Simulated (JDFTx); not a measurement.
CuO:

```
Cu O
1.0
     2.55255    0.00000    0.00000
     0.00000    2.55255    0.00000
     0.00000    0.00000    2.55255
Cu O
1 1
Direct
  0.00000 0.00000 0.00000
  0.50000 0.50000 0.50000
```

Measurements of this composition are mostly on another form, of space group No. 15.

```yaml
Program: JDFTx 1.7.0 (patched build)
Task: relaxation of cell and atoms
Functional: PBEsol
Potentials_or_basis: SG15-PBE-1.2 with smoothed tails
Cutoff: 1361 eV
Density_cutoff: 10885 eV
k_mesh: 5 × 5 × 5
Occupations: fermi-dirac, width 0.05 eV
Spin: no spin polarisation
```

At the start: pressure 10.1 GPa; volume 8.32 Å³/atom.

Q: Where does the relaxation end?

A: Over 6 steps the energy falls by 11.7 meV/atom and the volume is 8.70 Å³/atom (+4.6 %); space group Pm-3m (No. 221, to 0.05 Å).

Step by step:
```csv
step,energy change (eV),largest force (eV/Å),pressure (GPa),volume (Å³)
1,0.0000,0.0000,10.14,16.63
2,-0.0049,0.0000,8.91,16.71
3,-0.0231,0.0000,0.89,17.33
4,-0.0233,0.0000,0.09,17.39
5,-0.0233,0.0000,0.02,17.40
6,-0.0233,0.0000,0.00,17.40
```

Final structure:
```
Cu O
1.0
     2.59134    0.00000    0.00000
     0.00000    2.59134    0.00000
     0.00000    0.00000    2.59134
Cu O
1 1
Direct
  0.00000 0.00000 0.00000
  0.50000 0.50000 0.50000
```

Caveat: the k mesh is coarse (spacing up to 0.49 Å⁻¹), so the values aren't converged; the potentials were made for another functional, which shifts forces and pressure; an odd number of electrons without spin polarisation forces a metal; a magnetic or distorted state may lie lower; the run has no spin polarisation, though such a crystal can be magnetic.
